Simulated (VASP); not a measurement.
# SnSe2 (R3m) in VASP: settings compared

The runs below take SnSe2 through single point, with HSE06, PBE.

Program: VASP 6.6.1. These are calculated values, not measurements. Logs are shortened: lines on timing, memory, paths and dates and some standing lists are left out, and cuts for length are marked.

### Step 1. Starting point

The structure is trigonal, space group R3m (No. 160). Conventional cell: a = 3.790 Å, b = 3.790 Å, c = 18.081 Å, α = 90.00°, β = 90.00°, γ = 120.00°. Around Sn (site symmetry 3m) lie 6 Se at 2.77 to 2.78 Å. Se (site symmetry 3m) has 3 Sn at 2.78 Å as nearest neighbours. Se (site symmetry 3m) has 3 Sn at 2.77 Å as nearest neighbours.

The cell was built by a generator and needn't be a form met in nature.

### Step 2. Single point, HSE06

File POSCAR:

```
SnSe2
1.0
    1.8950116506      1.0940854866      6.0269119705
   -1.8950116506      1.0940854866      6.0269119705
    0.0000000000     -2.1881709732      6.0269119705
Sn Se
1 2
Direct
   -0.0002292479     -0.0002292479     -0.0002292479
    0.4278747020      0.4278747020      0.4278747020
    0.2390212128      0.2390212128      0.2390212128
```

File INCAR.step1:

```
PREC = Accurate
ENCUT = 520
EDIFF = 1E-5
ISMEAR = -1
SIGMA = 0.02
LREAL = F
LASPH = T
NELM = 100
ALGO = Normal
ISIF = 2
LWAVE = T
LCHARG = F
GGA = PE
NBANDS = 20
```

File INCAR.step2:

```
PREC = Accurate
ENCUT = 520
EDIFF = 1E-6
ISMEAR = -1
SIGMA = 0.02
LREAL = F
LASPH = T
NELM = 100
ALGO = Normal
ISIF = 2
LWAVE = F
LCHARG = F
GGA = PE
LHFCALC = T
HFSCREEN = 0.2079
PRECFOCK = Normal
ISTART = 1
NBANDS = 20
```

File KPOINTS:

```
regular mesh
0
Gamma
  4 4 4
```

Potentials or basis: VASP PAW PBE potentials, release 64 (Sn_d, Se).

Command:

```sh
> cat potpaw_PBE.64/Sn_d/POTCAR potpaw_PBE.64/Se/POTCAR > POTCAR
> cp INCAR.step1 INCAR
> mpirun -np 1 vasp_std > vasp.out
> cp INCAR.step2 INCAR
> mpirun -np 1 vasp_std > vasp.out
```

OUTCAR:

```text
PREC = Accurate
   ENCUT = 520
   EDIFF = 1E-6
   ISMEAR = -1
   LREAL = F
   LASPH = T
   NELM = 100
   ISIF = 2
   GGA = PE
   LHFCALC = T
   HFSCREEN = 0.2079
   PRECFOCK = Normal
   ISTART = 1

 ion  position               nearest neighbor table
   1  1.000  1.000  1.000-   3 2.77   3 2.77   3 2.77   2 2.78   2 2.78   2 2.78
   2  0.428  0.428  0.428-   1 2.78   1 2.78   1 2.78
   3  0.239  0.239  0.239-   1 2.77   1 2.77   1 2.77

  LATTYP: Found a trigonal (rhomboedric) cell.
 ALAT       =     6.4118452966
 COS(alpha) =     0.8253020962

  Lattice vectors:

 A1 = (   1.8950116506,   1.0940854866,   6.0269119705)
 A2 = (  -1.8950116506,   1.0940854866,   6.0269119705)
 A3 = (   0.0000000000,  -2.1881709732,   6.0269119705)

Analysis of symmetry for initial positions (statically):
=====================================================================
 Subroutine PRICEL returns:
 Original cell was already a primitive cell.

 Routine SETGRP: Setting up the symmetry group for a
 trigonal (rhombohedral) supercell.

 Subroutine GETGRP returns: Found  6 space group operations
 (whereof  6 operations were pure point group operations)
 out of a pool of 12 trial point group operations.

The static configuration has the point symmetry C_3v.

Analysis of symmetry for dynamics (positions and initial velocities):
=====================================================================
 Subroutine PRICEL returns:
 Original cell was already a primitive cell.

 Routine SETGRP: Setting up the symmetry group for a
 trigonal (rhombohedral) supercell.

 Subroutine GETGRP returns: Found  6 space group operations
 (whereof  6 operations were pure point group operations)
 out of a pool of 12 trial point group operations.

The dynamic configuration has the point symmetry C_3v.

 Subroutine INISYM returns: Found  6 space group operations
 (whereof  6 operations are pure point group operations),
 and found     1 'primitive' translations

----------------------------------------------------------------------------------------

                                     Primitive cell

  volume of cell :      74.9738

  direct lattice vectors                    reciprocal lattice vectors
[... 79 lines left out ...]
   EDIFFG = 0.1E-04   stopping-criterion for IOM
   NSW    =      0    number of steps for IOM
   IBRION =     -1    ionic relax: 0-MD 1-quasi-New 2-CG
   NFREE  =      0    steps in history (QN), initial steepest desc. (CG)
   ISIF   =      2    stress and relaxation
   ISYM   =      3    0-nonsym 1-usesym 2-fastsym
   POTIM  = 0.5000    time-step for ionic-motion
   TEBEG  =    0.0;   TEEND  =   0.0 temperature during run
   PSTRESS=    0.0 pullay stress
   NELECT =      26.0000    total number of electrons
   NUPDOWN=      -1.0000    fix difference up-down
   EMIN   =  10.00;   EMAX   =-10.00  energy-range for DOS
   EFERMI =   0.00;   METHOD = LEGACY
   ISMEAR =    -1;   SIGMA  =   0.02  broadening in eV -4-tet -1-fermi 0-gaus
   EFERMI_NEDOS =   21; number of points for ismear=-14 and -15
   IALGO  =     38    algorithm
   IMIX   =      1    mixing-type and parameters
     AMIX     =   0.40;   BMIX     =  1.00
     AMIX_MAG =   1.60;   BMIX_MAG =  1.00
  volume/ion in A,a.u.               =      24.99       168.65
  Fermi-wavevector in a.u.,A,eV,Ry     =   1.150172  2.173510 17.999094  1.322896
  Thomas-Fermi vector in A             =   2.286838
   LORBIT       =      0    0 simple, 1 ext, 2 COOP (PROOUT), +10 PAW based schemes
   GGA     = PE    functional components
   LHFCALC =     T    Hartree Fock is set to
   PRECFOCK=normal    Normal, Fast or Accurate (Low or Medium for compatibility)
   ENCUT4O =  -1.0   cutoff for four orbital integrals eV
   NKREDX  =     1    reduce k-point grid by
   NKREDY  =     1    reduce k-point grid by
   NKREDZ  =     1    reduce k-point grid by
   AEXX    =    0.2500 exact exchange contribution
   HFSCREEN=    0.2079 screening length (either q_TF or 0.3 A-1)
   HFSCREENC=   0.2079 screening length for correlation (either q_TF or 0.3 A-1)
   ENCUTFOCK=  -1.0 apply spherical cutoff to Coloumb kernel
   IVDW    =     0    specifies the selected vdW correction
   LEPSILON=     F    determine dielectric tensor
   LRPA    =     F    only Hartree local field effects (RPA)
 non-spin polarized calculation
  energy-cutoff  :      520.00
  volume of cell :       74.97
 maximum number of plane-waves:      2030
  NGX = 36; NGY = 36; NGZ = 36

 number of electron      26.0000003 magnetization

 Free energy of the ion-electron system (eV)
  ---------------------------------------------------
  ext. energy  EPLUGINS =         0.00000000
  ---------------------------------------------------
  free energy    TOTEN  =       -13.53474014 eV

  energy without entropy =      -13.53325469  energy(sigma->0) =      -13.53399742

 E-fermi :   4.8570     XC(G=0):  -8.0870

 val. band max:        4.8080989302   @ k =   0.2500   0.0000   0.0000
 cond. band min:       4.8586384976   @ k =   0.0000   0.0000   0.0000
 fundamental gap:      0.0505395674
 Fermi energy:         4.8569520664

 k-point     1 :       0.0000    0.0000    0.0000
  band No.  band energies     occupation
      1     -19.3751      2.00000
      2     -19.3751      2.00000
      3     -19.3090      2.00000
      4     -19.3090      2.00000
      5     -19.2987      2.00000
      6     -11.0629      2.00000
[... 288 lines left out ...]
     19      13.9938      0.00000
     20      13.9969      0.00000

------------------------ aborting loop because EDIFF is reached ----------------------------------------

  FORCE on cell =-STRESS in cart. coord.  units (eV):
  Direction    XX          YY          ZZ          XY          YZ          ZX
  --------------------------------------------------------------------------------------
  -------------------------------------------------------------------------------------
  Total        0.1917777      0.1917777     -0.2381411      0.0000000      0.0000000     -0.0000000
  in kB        4.0982604      4.0982604     -5.0890391      0.0000000      0.0000000     -0.0000000
  external PRESSURE =       1.0358272 kB  Pullay stress =       0.0000000 kB

 VOLUME and BASIS-vectors are now :
 -----------------------------------------------------------------------------
  energy-cutoff  :      520.00
  volume of cell :       74.97
      direct lattice vectors                 reciprocal lattice vectors
     1.895011651  1.094085487  6.026911970     0.263850621  0.152334227  0.055307483
    -1.895011651  1.094085487  6.026911970    -0.263850621  0.152334227  0.055307483
     0.000000000 -2.188170973  6.026911970     0.000000000 -0.304668454  0.055307483

 POSITION                                       TOTAL-FORCE (eV/Angst)
 -----------------------------------------------------------------------------------
      0.00000      0.00000     18.07659         0.000000     -0.000000      0.014932
      0.00000      0.00000      7.73629         0.000000      0.000000     -0.334417
      0.00000      0.00000      4.32168         0.000000     -0.000000      0.319485
 -----------------------------------------------------------------------------------
    total drift:                               -0.000002      0.000004      0.000444

  FREE ENERGIE OF THE ION-ELECTRON SYSTEM (eV)
  ---------------------------------------------------
  free  energy   TOTEN  =       -13.5347401429 eV

  energy  without entropy=      -13.5332546925  energy(sigma->0) =      -13.53399742
```

OUTCAR.step1:

```text
PREC = Accurate
   ENCUT = 520
   EDIFF = 1E-5
   ISMEAR = -1
   LREAL = F
   LASPH = T
[... 510 lines left out ...]
      0.00000      0.00000     18.07659         0.000000      0.000000      0.034889
      0.00000      0.00000      7.73629         0.000000      0.000000      0.293685
      0.00000      0.00000      4.32168         0.000000     -0.000000     -0.328574
 -----------------------------------------------------------------------------------
    total drift:                               -0.000000     -0.000000      0.000329

  FREE ENERGIE OF THE ION-ELECTRON SYSTEM (eV)
  ---------------------------------------------------
  free  energy   TOTEN  =       -11.0347880684 eV

  energy  without entropy=      -11.0324625578  energy(sigma->0) =      -11.03362531
```

OSZICAR.step1:

```text
N       E                     dE             d eps       ncg     rms          rms(c)
DAV:   1     0.204617395275E+03    0.20462E+03   -0.12322E+04   524   0.148E+03
DAV:   2     0.121213855436E+02   -0.19250E+03   -0.18616E+03   544   0.377E+02
DAV:   3    -0.104638747209E+02   -0.22585E+02   -0.22207E+02   640   0.113E+02
DAV:   4    -0.112867461330E+02   -0.82287E+00   -0.82021E+00   604   0.219E+01
DAV:   5    -0.113060264635E+02   -0.19280E-01   -0.19278E-01   720   0.364E+00    0.479E+00
DAV:   6    -0.110450441502E+02    0.26098E+00   -0.65906E-01   724   0.746E+00    0.303E+00
DAV:   7    -0.110349438973E+02    0.10100E-01   -0.10136E-01   592   0.160E+00    0.125E+00
DAV:   8    -0.110344803249E+02    0.46357E-03   -0.11199E-02   628   0.694E-01    0.259E-01
DAV:   9    -0.110347450196E+02   -0.26469E-03   -0.15970E-03   580   0.232E-01    0.726E-02
DAV:  10    -0.110347668369E+02   -0.21817E-04   -0.16343E-04   636   0.745E-02    0.368E-02
DAV:  11    -0.110347863366E+02   -0.19500E-04   -0.39298E-05   580   0.347E-02    0.696E-03
DAV:  12    -0.110347880684E+02   -0.17318E-05   -0.23191E-06   356   0.984E-03
   1 F= -.11034788E+02 E0= -.11033625E+02  d E =-.232551E-02
```

Run time: 60 min. Hardware: 1 thread of Intel Xeon 6975P-C (Granite Rapids), shared host; peak memory 0.43 GiB.

What came out:

```yaml
Free_energy: -13.5347 eV
Pressure: 0.1 GPa
Largest_force: 0.334 eV/Å
Band_gap_on_the_k_mesh: 0.05 eV, indirect (least direct gap 0.79 eV)
```

Forces in eV/Å, atoms in the order of the input:
```
Sn   0.000  0.000  0.015
Se   0.000  0.000 -0.334
Se   0.000  0.000  0.319
```

Caveat: the k mesh is coarse (spacing up to 0.49 Å⁻¹), so the values aren't converged, least of all with exact exchange; the PAW data sets were made with another functional, which shifts forces and pressure a little; spin-orbit coupling is left out, which moves the levels of the heavy elements.

### Step 3. Single point, PBE

File INCAR:

```
PREC = Accurate ; ENCUT = 520
EDIFF = 1E-7 ; ISMEAR = -1
SIGMA = 0.02 ; LREAL = False
LASPH = True ; NELM = 100
ALGO = Normal ; ISIF = 2
LWAVE = False ; LCHARG = False
GGA = PE ; NBANDS = 20
```

File KPOINTS:

```
regular mesh
0
Gamma
  6 6 6
```

POSCAR is that of step 2.

Potentials or basis: VASP PAW PBE potentials, release 64 (Sn_d, Se).

Command:

```sh
> cat potpaw_PBE.64/Sn_d/POTCAR potpaw_PBE.64/Se/POTCAR > POTCAR
> mpirun -np 1 vasp_std > vasp.out
```

It took 64 s on 1 thread of Intel Xeon 6975P-C (Granite Rapids), shared host; peak memory 0.32 GiB.

Results (log left out):

```
Free energy            : -11.1413 eV
Pressure               : 2.8 GPa
Largest force          : 0.325 eV/Å
Band gap on the k mesh : none (metal or under the smearing width)
```

Forces in eV/Å, atoms in the order of the input:
```
Sn   0.000  0.000 -0.006
Se   0.000  0.000  0.325
Se   0.000  0.000 -0.319
```

Stress tensor (GPa, compression positive):
```
3.23 0.00 0.00
0.00 3.23 0.00
0.00 0.00 1.88
```

Levels at points of the mesh, in eV from the Fermi level:
```
           k point  band 9  band 10  band 11  band 12  band 13  band 14  band 15  band 16  band 17  band 18
(0.00, 0.00, 0.00)   -1.06    -1.06    -0.69    -0.64    -0.64    -0.45     3.89     3.89     4.11     7.39
(0.50, 0.00, 0.00)   -4.95    -3.79    -2.44    -1.54    -1.50     0.34     1.82     4.01     5.20     7.30
(0.50, 0.50, 0.00)   -4.96    -3.68    -2.89    -1.75    -0.67     0.60     2.50     3.84     3.99     6.30
(0.50, 0.50, 0.50)   -3.15    -1.38    -1.38    -0.18    -0.18     1.38     3.26     3.73     3.73     6.03
```
